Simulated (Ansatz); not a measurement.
NbC: the change of pressure and energy less free atoms with volume scale

All results are calculated (Ansatz 0.2.0). Periodic Kohn-Sham DFT of a crystal at fixed atoms, scaled to volume_scale times the given cell; pressure positive in compression, energy less spherical unpolarised free atoms, largest_vzz the field gradient of largest size among the nuclei.

The cell before it is scaled or strained (space group Fm-3m, No. 225):
```
cell vectors (Å)
   0.0000     2.2000     2.2000
   2.2000     0.0000     2.2000
   2.2000     2.2000     0.0000
atoms (fractions of the cell vectors)
Nb  0.00000  0.00000  0.00000
C   0.50000  0.50000  0.50000
```

Settings of every row: method all-electron LAPW; functional PBEsol; relativity scalar; k mesh 14x14x14; filling fermi-dirac; smearing width 0.05 eV; basis error target 1 meV/atom; nucleus gaussian.

Atom start moment: 0 on all atoms.

| row | volume scale | V (Å³/atom) | pressure (GPa) | energy less free atoms (eV/atom) |
| --- | --- | --- | --- | --- |
| 1 | 0.94 | 10.009 | 37.344 | -10.7926 |
| 2 | 0.96 | 10.222 | 27.872 | -10.8358 |
| 3 | 0.98 | 10.435 | ? | ? |
| 4 | 0.99 | 10.542 | 15.347 | -10.8786 |
| 5 | 1 | 10.648 | 11.575 | -10.8875 |
| 6 | 1.01 | 10.754 | 7.989 | -10.894 |
| 7 | 1.02 | 10.861 | 4.579 | -10.8982 |
| 8 | 1.04 | 11.074 | -1.747 | -10.9 |
| 9 | 1.06 | 11.287 | -7.468 | -10.8938 |

Question: what pressure and energy less free atoms should row 3 give?

Worked fit of pressure. Take u = (V_r/V)^(2/3) − 1 with V_r = 10.701 Å³ an atom, which is twice the finite (Eulerian) strain; such expansions in the strain, on which the Birch-Murnaghan equation of state is built, carry the rest volume and the bulk modulus. The shown rows have u = 0.04558, 0.031, 0.01003, 0.00332, -0.00329, -0.00985, -0.02258, -0.03492. Least squares give pressure = 9.7664 + 541.651 × u + 1385.72 × u² GPa; a straight line predicts inner rows, each left out in turn, worse (root mean square 0.73 against 0.015 GPa). The rows lie off it by 0.010, -0.017, 0.008, -0.005, -0.010, 0.013, 0.011, -0.010 (root mean square 0.011 GPa). The pressure vanishes at u = -0.0189, or V = 11.01 Å³ an atom, and there the bulk modulus at fixed shape and fractions is B = −V dP/dV = (2/3)(1 + u) dP/du = 320 GPa. The withheld row has u = 0.01692, so the fit gives 9.7664 + 541.651 × (0.01692) + 1385.72 × (0.01692)² = 19.328 GPa.

The calculation gave 19.313 GPa. The fit lies 0.015 GPa (0.033 % of the column's range) above it; its largest miss of a shown row is 0.017 GPa.

Worked fit of energy less free atoms. Take u = (V_r/V)^(2/3) − 1 with V_r = 10.701 Å³ an atom, which is twice the finite (Eulerian) strain; such expansions in the strain, on which the Birch-Murnaghan equation of state is built, carry the rest volume and the bulk modulus. The shown rows have u = 0.04558, 0.031, 0.01003, 0.00332, -0.00329, -0.00985, -0.02258, -0.03492. Least squares give energy less free atoms = −10.89104 + 0.9813 × u + 25.852 × u² eV/atom; a straight line predicts inner rows, each left out in turn, worse (root mean square 0.014 against 1.6e-05 eV/atom). All shown rows lie on it to the printed digit. Its lowest point lies at u = -0.0190, or V = 11.01 Å³ an atom, and the curvature there gives the bulk modulus at fixed shape and fractions, B = (4/9)(1 + u)² E″(u)/V = 322 GPa. The withheld row has u = 0.01692, so the fit gives −10.89104 + 0.9813 × (0.01692) + 25.852 × (0.01692)² = -10.8670 eV/atom.

The calculation gave -10.8671 eV/atom. The fit lies 0.0001 eV/atom (0.093 % of the column's range) above it, one unit of the last digit.
